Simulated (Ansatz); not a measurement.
An Ansatz input and the part of its output that reports the observables at the nuclei.

The cell is an entry of the Crystallography Open Database (COD), relaxed with PBE at fixed cell and then changed (volume scaled by 0.98, ions relaxed).

```yaml
crystal:
  lattice:
    - [0.0, 2.2299324319, 2.2299324319]
    - [2.2299324319, 0.0, 2.2299324319]
    - [2.2299324319, 2.2299324319, 0.0]
  atoms:
    - { symbol: Ta, position: [0.0, 0.0, 0.0], spin: 1.0 }
    - { symbol: C, position: [0.5, 0.5, 0.5] }
magnetization:
  spin_polarized: true
kpoints:
  mp_grid: { grid: [18, 18, 18] }
scf:
  occupations: { method: fermi_dirac, width: 0.05 }
hamiltonian:
  xc: pbe
  pseudopotentials: { kind: paw }
output:
  forces: true
  stress: true
  populations: true
  efg: { quadrupole_moments_barn: { Ta: 3.17 }, contact_densities: true }
relax:
  f_tol: 0.02
  max_steps: 60
```

```sh
ansatz run input.yaml --threads 1 --pin off --max-ram 3072MiB --backend cpu --events-out ev --progress --plain --runs-dir out
```

The run relaxes the ions first, and the block belongs to the relaxed positions.

Of the output, the block on the nuclei alone is shown; the set-up, the SCF iterations, energies, forces and stress are cut. One atom of each set with nearly equal values is shown.

```
--- PAW observables at the nuclei: V_zz in 10²¹ V/m², potentials from the cell's mean, atoms counted from 1 ---
  atom   1  Ta V_zz =    +0.000000   η = 0.0000   by run symmetry: forbidden   C_q = +0.0000 MHz
            electrostatic potential = -14500.298471 V   contact ρ = 8154445.588550 e/Å³   contact ρ_s (e/Å³): all electrons +0.000012, valence +0.000009
  atom   2  C  V_zz =    +0.000000   η = 0.0000   by run symmetry: forbidden
            electrostatic potential = -430.765312 V   contact ρ = 868.438760 e/Å³   contact ρ_s (e/Å³): all electrons +0.000000, valence +0.000000
```

The relaxation (1 step) took 15 s of wall time (15 s of CPU time) and 0.52 GiB at its peak, on 1 thread of Intel Xeon Platinum 8259CL CPU @ 2.50GHz (Skylake/Cascade Lake) (x86_64; 16 cores open to the job, memory cap 3.0 GiB, no GPU), a shared host with a load of 0.4 a core.

The start moments die out, and the run ends without spin.
